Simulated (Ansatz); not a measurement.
Here is an Ansatz 0.2.0 calculation.

input.yaml

```yaml
crystal:
  lattice:
    - [2.7058, 0.0, 0.0]
    - [-1.3529, 2.3432915376, 0.0]
    - [0.0, 0.0, 4.2819]
  atoms:
    - { symbol: Ru, position: [0.6666666667, 0.3333333333, 0.75] }
    - { symbol: Ru, position: [0.3333333333, 0.6666666667, 0.25] }
hamiltonian:
  xc: pbe
  pseudopotentials: { kind: paw }
kpoints:
  mp_grid: { grid: [8, 8, 5] }
scf:
  occupations: { method: fermi_dirac, width: 0.05 }
output:
  forces: true
  stress: true
elastic:
  mode: relaxed_ion
  stencil: two_point
```

Potentials or basis: Ansatz PAW.

Run with:

```bash
$ ansatz run input.yaml --threads 2 --pin off --max-ram 5632MiB --backend cpu --events-out ev --progress --plain --runs-dir out
```

Question: What does it give for the Voigt bulk modulus?

Answer: 333 GPa.

Question: Estimate the pressure.

Answer: 4.1 GPa.

Stress tensor (GPa, compression positive):
```
4.33 0.00 0.00
0.00 4.33 0.00
0.00 0.00 3.58
```

Caveat: the cell is more than 3 GPa from zero pressure, which shifts response properties; elastic constants of metals need much finer meshes, so these are rough.
